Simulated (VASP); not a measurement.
# MgB2 (P6/mmm) in VASP: relaxation of cell and atoms with r2SCAN

Aim: the relaxation of cell and atoms of MgB2 with r2SCAN.

Everything below comes from runs of VASP 6.6.1. Logs are shortened: lines on timing, memory, paths and dates and some standing lists are left out, and cuts for length are marked.

**1. The crystal as given**

The structure is hexagonal, space group P6/mmm (No. 191). Conventional cell: a = 3.085 Å, b = 3.085 Å, c = 3.523 Å, α = 90.00°, β = 90.00°, γ = 120.00°. Around Mg (site symmetry 6/mmm) lie 12 B at 2.51 Å. B (site symmetry -6m2) has 3 B at 1.78 Å as nearest neighbours.

**2. Relaxation of cell and atoms, r2SCAN**

File INCAR:

```
SYSTEM = MgB2
  ALGO = Normal
  EDIFF = 1E-7
  EDIFFG = -0.004
  ENCUT = 600
  IBRION = 2
  ISIF = 3
  ISMEAR = 0
  LASPH = .TRUE.
  LCHARG = .FALSE.
  LMIXTAU = .TRUE.
  LREAL = .FALSE.
  LWAVE = .FALSE.
  METAGGA = R2SCAN
  NELM = 60
  NSW = 80
  PREC = Accurate
  SIGMA = 0.1
```

File KPOINTS:

```
k-points
0
G
  15 15 12
  0 0 0
```

File POSCAR:

```
MgB2
1.0
    3.0850000000      0.0000000000      0.0000000000
   -1.5425000000      2.6716883700      0.0000000000
    0.0000000000      0.0000000000      3.5230000000
Mg B
1 2
Direct
    0.0000000000      0.0000000000      0.0000000000
    0.3333333300      0.6666666700      0.5000000000
    0.6666666700      0.3333333300      0.5000000000
```

Potentials or basis: VASP PAW PBE potentials, release 64 (Mg, B).

Run with:

```console
cat potpaw_PBE.64/Mg/POTCAR potpaw_PBE.64/B/POTCAR > POTCAR
mpirun -np 1 vasp_std > vasp.out
```

OUTCAR:

```text
SYSTEM = MgB2
   EDIFF = 1E-7
   EDIFFG = -0.004
   ENCUT = 600
   IBRION = 2
   ISIF = 3
   ISMEAR = 0
   LASPH = .TRUE.
   LREAL = .FALSE.
   METAGGA = R2SCAN
   NELM = 60
   NSW = 80
   PREC = Accurate

 ion  position               nearest neighbor table
   1  0.000  0.000  0.000-   2 2.51   3 2.51   2 2.51   3 2.51   2 2.51   2 2.51   3 2.51   3 2.51
                             3 2.51   3 2.51   2 2.51   2 2.51
   2  0.333  0.667  0.500-   3 1.78   3 1.78   3 1.78   1 2.51   1 2.51   1 2.51   1 2.51   1 2.51
                             1 2.51
   3  0.667  0.333  0.500-   2 1.78   2 1.78   2 1.78   1 2.51   1 2.51   1 2.51   1 2.51   1 2.51
                             1 2.51

  LATTYP: Found a hexagonal cell.
 ALAT       =     3.0850000000
 C/A-ratio  =     1.1419773096

  Lattice vectors:

 A1 = (   3.0850000000,   0.0000000000,   0.0000000000)
 A2 = (  -1.5425000000,   2.6716883700,   0.0000000000)
 A3 = (   0.0000000000,   0.0000000000,   3.5230000000)

Analysis of symmetry for initial positions (statically):
=====================================================================
 Subroutine PRICEL returns:
 Original cell was already a primitive cell.

 Routine SETGRP: Setting up the symmetry group for a
 hexagonal supercell.

 Subroutine GETGRP returns: Found 24 space group operations
 (whereof 24 operations were pure point group operations)
 out of a pool of 24 trial point group operations.

The static configuration has the point symmetry D_6h.

Analysis of symmetry for dynamics (positions and initial velocities):
=====================================================================
 Subroutine PRICEL returns:
 Original cell was already a primitive cell.

 Routine SETGRP: Setting up the symmetry group for a
 hexagonal supercell.

 Subroutine GETGRP returns: Found 24 space group operations
 (whereof 24 operations were pure point group operations)
 out of a pool of 24 trial point group operations.

The dynamic configuration has the point symmetry D_6h.

 Subroutine INISYM returns: Found 24 space group operations
 (whereof 24 operations are pure point group operations),
 and found     1 'primitive' translations

----------------------------------------------------------------------------------------

                                     Primitive cell

  volume of cell :      29.0371

  direct lattice vectors                    reciprocal lattice vectors
     3.085000000  0.000000000  0.000000000     0.324149109  0.187147575  0.000000000
    -1.542500000  2.671688370  0.000000000     0.000000000  0.374295150  0.000000000
[... 107 lines left out ...]
     AMIX_MAG =   1.60;   BMIX_MAG =  1.00
  volume/ion in A,a.u.               =       9.68        65.32
  Fermi-wavevector in a.u.,A,eV,Ry     =   1.065255  2.013040 15.439462  1.134768
  Thomas-Fermi vector in A             =   2.200801
   LORBIT       =      0    0 simple, 1 ext, 2 COOP (PROOUT), +10 PAW based schemes
   METAGGA = R2SCAN    functional components
   LHFCALC =     F    Hartree Fock is set to
   AEXX    =    0.0000 exact exchange contribution
   IVDW    =     0    specifies the selected vdW correction
   LEPSILON=     F    determine dielectric tensor
   LRPA    =     F    only Hartree local field effects (RPA)
 conjugate gradient relaxation of ions
 non-spin polarized calculation
 Gauss-broadening in eV      SIGMA  =   0.10
  energy-cutoff  :      600.00
  volume of cell :       29.04
 maximum number of plane-waves:       986
 NGX is ok and might be reduce to    28
   NGX = 13   NGY = 13   NGZ = 15

--------------------------------------- Ionic step        1  -------------------------------------------

 number of electron       8.0000000 magnetization

 Free energy of the ion-electron system (eV)
  ---------------------------------------------------
  ext. energy  EPLUGINS =         0.00000000
  ---------------------------------------------------
  free energy    TOTEN  =       -19.40464545 eV

  energy without entropy =      -19.40103375  energy(sigma->0) =      -19.40283960

------------------------ aborting loop because EDIFF is reached ----------------------------------------

  FORCE on cell =-STRESS in cart. coord.  units (eV):
  Direction    XX          YY          ZZ          XY          YZ          ZX
  --------------------------------------------------------------------------------------
  -------------------------------------------------------------------------------------
  Total       -0.6037002     -0.6037002     -0.2456440      0.0000000     -0.0000000      0.0000000
  in kB      -33.3102816    -33.3102816    -13.5538619      0.0000000     -0.0000000      0.0000000
  external PRESSURE =     -26.7248084 kB  Pullay stress =       0.0000000 kB
[... 135 lines left out ...]
--------------------------------------- Ionic step        5  -------------------------------------------

 number of electron       8.0000000 magnetization

 Free energy of the ion-electron system (eV)
  ---------------------------------------------------
  ext. energy  EPLUGINS =         0.00000000
  ---------------------------------------------------
  free energy    TOTEN  =       -19.40912105 eV

  energy without entropy =      -19.40589966  energy(sigma->0) =      -19.40751035

 E-fermi :   5.3892     XC(G=0): -11.5921

 val. band max:        5.3740660140   @ k =   0.1333   0.0000   0.3333
 cond. band min:       5.3930376120   @ k =   0.0667   0.0000   0.0833
 fundamental gap:      0.0189715980
 Fermi energy:         5.3892138689

 k-point     1 :       0.0000    0.0000    0.0000
  band No.  band energies     occupation
      1      -7.9304      2.00000
      2       2.1850      2.00000
      3       5.8063      0.00000
      4       5.8063      0.00000
      5       7.3461      0.00000
      6      12.1170      0.00000
      7      12.1170      0.00000
      8      14.1090      0.00000
[... 243 lines left out ...]
 k-point    24 :       0.4000    0.2000    0.0000
  band No.  band energies     occupation
      1      -3.3397      2.00000
      2      -2.5115      2.00000
      3       0.6878      2.00000
      4       6.1836      0.00000
      5       8.3037      0.00000
      6      11.5300      0.00000
      7      11.8112      0.00000
      8      14.4260      0.00000

 [... further k-points ...]

------------------------ aborting loop because EDIFF is reached ----------------------------------------

  FORCE on cell =-STRESS in cart. coord.  units (eV):
  Direction    XX          YY          ZZ          XY          YZ          ZX
  --------------------------------------------------------------------------------------
  -------------------------------------------------------------------------------------
  Total       -0.0077703     -0.0077703     -0.0075641     -0.0000000     -0.0000000      0.0000000
  in kB       -0.4357148     -0.4357148     -0.4241528     -0.0000000     -0.0000000      0.0000000
  external PRESSURE =      -0.4318608 kB  Pullay stress =       0.0000000 kB
[... 18 lines left out ...]
  FREE ENERGIE OF THE ION-ELECTRON SYSTEM (eV)
  ---------------------------------------------------
  free  energy   TOTEN  =       -19.4091210473 eV

  energy  without entropy=      -19.4058996615  energy(sigma->0) =      -19.40751035

 reached required accuracy - stopping structural energy minimisation
```

OSZICAR:

```text
N       E                     dE             d eps       ncg     rms          rms(c)
DAV:   1     0.415409954734E+01    0.41541E+01   -0.43692E+03  3160   0.974E+02
DAV:   2    -0.214843616247E+02   -0.25638E+02   -0.24283E+02  4384   0.122E+02
DAV:   3    -0.218137696135E+02   -0.32941E+00   -0.32816E+00  3944   0.168E+01
[... 46 lines left out ...]
   4 F= -.19409118E+02 E0= -.19407519E+02  d E =-.447304E-02
       N       E                     dE             d eps       ncg     rms          rms(c)
DAV:   1    -0.194091219153E+02   -0.35045E-05   -0.52890E-05  4152   0.573E-02    0.426E-03
DAV:   2    -0.194091210954E+02    0.81996E-06   -0.27311E-06  4232   0.107E-02    0.176E-03
DAV:   3    -0.194091210473E+02    0.48079E-07   -0.57273E-07  3512   0.486E-03
   5 F= -.19409121E+02 E0= -.19407510E+02  d E =-.254929E-05
```

Wall time 6.2 min (1 thread of AMD EPYC 9R45 (Zen 5), shared host); peak memory 0.2 GiB.

What came out:

```
Free energy                            : -19.4091 eV
Relaxed volume                         : 9.52 Å³/atom
Relaxed cell                           : a = 3.065 Å, b = 3.065 Å, c = 3.513 Å, α = 90.00°, β = 90.00°, γ = 120.00°
Space group after relaxing (to 0.05 Å) : P6/mmm (No. 191)
Energy gained by relaxing              : 1.5 meV/atom
Ionic steps                            : 5
Pressure after relaxing                : 0.0 GPa
Band gap on the k mesh                 : none (metal or under the smearing width)
```

The path:
```
step  energy change (eV)  largest force (eV/Å)  pressure (GPa)  volume (Å³)
   1              0.0000                0.0000           -2.67        29.04
   2             -0.0036                0.0000            1.22        28.36
   3             -0.0045                0.0000            0.00        28.57
   4             -0.0045                0.0000           -0.06        28.58
   5             -0.0045                0.0000           -0.04        28.57
```

Final structure:
```xyz
3
Lattice="3.0647 0.0000 0.0000 -1.5323 2.6541 0.0000 0.0000 0.0000 3.5127" Properties=species:S:1:pos:R:3 pbc="T T T"
Mg    0.0000    0.0000    0.0000
B     0.0000    1.7694    1.7564
B     1.5323    0.8847    1.7564
```

Caveat: the PAW data sets were made with another functional, which shifts forces and pressure a little.
